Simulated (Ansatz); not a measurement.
# InAs under changes of volume

One of the cells (27.489 Å³/atom); the others are scaled copies at fixed shape and fractional positions:

```
In As
1.0
     0.00000    3.01800    3.01800
     3.01800    0.00000    3.01800
     3.01800    3.01800    0.00000
In As
1 1
Direct
  0.00000 0.00000 0.00000
  0.75000 0.75000 0.75000
```

| Property | Result |
| --- | --- |
| Program | Ansatz 0.2.0 |
| Functional | PBE |
| Potentials or basis | all-electron LAPW, scalar-relativistic |
| Cutoff | 305 eV (chosen from the basis error) |
| Basis error allowed | 0.0005 eV/atom |
| k mesh | 8 × 8 × 8 |
| Occupations | fermi-dirac, width 0.05 eV |
| Spin | no spin polarisation |

```csv
volume (Å³/atom),energy over the lowest point (meV/atom),pressure (GPa)
25.840,92.88,9.1
26.389,?,?
26.939,42.48,5.7
27.489,25.31,4.3
28.039,12.81,3.0
28.588,4.52,1.8
29.138,0.00,0.8
```

Question: What does the run at 26.389 Å³/atom give?

Answer: Energy over the lowest point 64.83 meV/atom; pressure 7.3 GPa.

Worked out: A Birch-Murnaghan fit of order 3 (a polynomial in V^(-2/3)) to the other rows has its minimum at 29.60 Å³/atom, just outside them, with B0 = V·E''(V) = 49 GPa and B' = 4.5. It gives 64.83 meV/atom at 26.389 Å³/atom, against the run's 64.83, and -dE/dV = 7.3 GPa, against 7.3.

Energies are extrapolated to zero smearing.
